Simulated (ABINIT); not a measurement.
Crystal: TePt.

```
Pt Te
1.0
     4.26288    0.00000    0.00000
    -2.13144    3.69176    0.00000
     0.00000    0.00000    5.66177
Pt Te
2 2
Cartesian
  0.0000 0.0000 0.0000
  0.0000 0.0000 2.8309
  0.0000 2.4612 1.4154
  2.1314 1.2306 4.2463
```

Measurements of this composition are mostly on another form, of space group No. 166.

| Property | Result |
| --- | --- |
| Program | ABINIT 10.8.3 (patched build) |
| Task | relaxation of cell and atoms |
| Functional | LDA |
| Potentials or basis | JTH PAW LDA v2.0 |
| Cutoff | 435 eV |
| k mesh | 7 × 7 × 5 |
| Occupations | fermi-dirac, width 0.05 eV |
| Spin | no spin polarisation |

At the start: pressure -6.3 GPa; volume 22.28 Å³/atom.

Question: How do energy, volume and symmetry change on relaxing?

Answer: Over 8 steps the energy falls by 23.4 meV/atom and the volume is 21.23 Å³/atom (-4.7 %); space group P6_3/mmc (No. 194, to 0.05 Å).

The path:
| step | energy change (eV) | largest force (eV/Å) | pressure (GPa) | volume (Å³) |
| --- | --- | --- | --- | --- |
| 1 | 0.0000 | 0.0000 | -6.26 | 89.10 |
| 2 | -0.0561 | 0.0000 | -3.96 | 87.41 |
| 3 | -0.0908 | 0.0000 | 0.51 | 84.61 |
| 4 | -0.0916 | 0.0000 | 0.10 | 84.84 |
| 5 | -0.0925 | 0.0000 | -0.17 | 85.01 |
| 6 | -0.0933 | 0.0000 | -0.23 | 85.06 |
| 7 | -0.0935 | 0.0000 | -0.09 | 84.99 |
| 8 | -0.0935 | 0.0000 | -0.01 | 84.94 |

Final structure:
```yaml
crystal:
  lattice:
    - [4.22070, 0.00000, 0.00000]
    - [-2.11035, 3.65524, 0.00000]
    - [0.00000, 0.00000, 5.50569]
  atoms:
    - { symbol: Pt, position: [0.00000, 0.00000, 0.00000] }
    - { symbol: Pt, position: [0.00000, 0.00000, 0.50000] }
    - { symbol: Te, position: [0.33333, 0.66667, 0.25000] }
    - { symbol: Te, position: [0.66667, 0.33333, 0.75000] }
```
